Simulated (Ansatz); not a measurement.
Runs of Ansatz 0.2.0 on CrCuO2. It takes space group R-3m (No. 166, trigonal). Conventional cell: a = 2.973 Å, b = 2.973 Å, c = 17.100 Å, α = 90.00°, β = 90.00°, γ = 120.00°. Around Cu (site symmetry -3m) lie 2 O at 1.85 Å. Around Cr (site symmetry -3m) lie 6 O at 1.99 Å. O (site symmetry 3m) is surrounded by 1 Cu at 1.85 Å and 3 Cr at 1.99 Å. 

```tsv
task	level	potentials or basis	k mesh	cutoff (eV)	smearing	points for each segment of the path	atoms under strain	gap on the mesh (eV)	pressure (GPa)	moment (μB)	V0 of scaled cells (Å³/atom)	B0 (GPa)
equation of state	revPBE+D3(BJ)	Ansatz PAW	10 × 10 × 10	420	fermi-dirac 0.05 eV	-	-	-	-	-	(b)	178
band structure	BPBE	Ansatz PAW	10 × 10 × 10	420	fermi-dirac 0.05 eV	14	-	1.13	3.7	3.00	-	-
elastic constants	PBEsol	Ansatz PAW	9 × 9 × 9	420	gaussian 0.01 eV	-	relaxed	(a)	-3.5	3.00	-	-
equation of state	PBEsol	PseudoDojo PBEsol	10 × 10 × 10	1279	fermi-dirac 0.05 eV	-	-	-	-	-	(c)	193
```

Alike in all rows: spin collinear, ferromagnetic start; cell as given.

Fill in the values left out.

(a) 0.97; (b) 10.95; (c) 10.69.

Caveats: the cell was scaled at fixed shape and fractional positions, which overstates the stiffness of a crystal with free parameters, most of all of layers and chains (some runs); only a ferromagnetic start was run, and an antiferromagnetic order may lie lower in energy (some runs); the PAW data sets come from PBE, with cores solved anew for the run's functional, which leaves a small shift of forces and pressure (some runs); the potentials were made for another functional, which shifts forces and pressure (some runs); the cell is more than 3 GPa from zero pressure, which shifts response properties (some runs); odd divisions of the mesh miss points on the zone boundary, where band edges often lie, so the gap on the mesh can be too wide (some runs).

A k mesh can miss the band edges.

Runs at the PBE level aren't shown here.
